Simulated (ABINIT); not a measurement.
Here is an ABINIT 10.8.3 (patched build) calculation.

File run.abi:

```
# Pseudopotentials
pp_dirpath "./"
pseudos "As_ONCV_PBE-1.2.upf, B_ONCV_PBE-1.2.upf"

# Structure
acell 6.3832096775 6.3832096775 6.3832096775
rprim
     0.0000000000     0.7071067812     0.7071067812
     0.7071067812     0.0000000000     0.7071067812
     0.7071067812     0.7071067812     0.0000000000
ntypat 2
znucl 33 5
natom 2
typat 1 2
xred
     0.7500000000     0.7500000000     0.7500000000
     0.0000000000     0.0000000000     0.0000000000

# Plane-wave basis
ecut 18.0

# k points
kptopt 1
ngkpt 6 6 6
nshiftk 1
shiftk 0.0 0.0 0.0

# Exchange and correlation
ixc 11

# Bands and occupations
nband 6
occopt 1

# SCF cycle
nstep 100
tolvrs 1.0e-10
diemac 6.0

# Output
iomode 3
prtwf 0
prtden 0
prteig 0
prtebands 0
enunit 2
prtvol 2
```

Potentials or basis: SG15 NC PBE v1.2.

Launch:

```sh
$ mpirun --bind-to none -np 8 abinit run.abi > log 2>&1
```

Problem. Estimate the pressure.

Solution. 2.1 GPa.

Problem. Estimate the band gap on the k mesh.

Solution. 1.29 eV, indirect (least direct gap 3.29 eV).

A k mesh can miss the band edges.
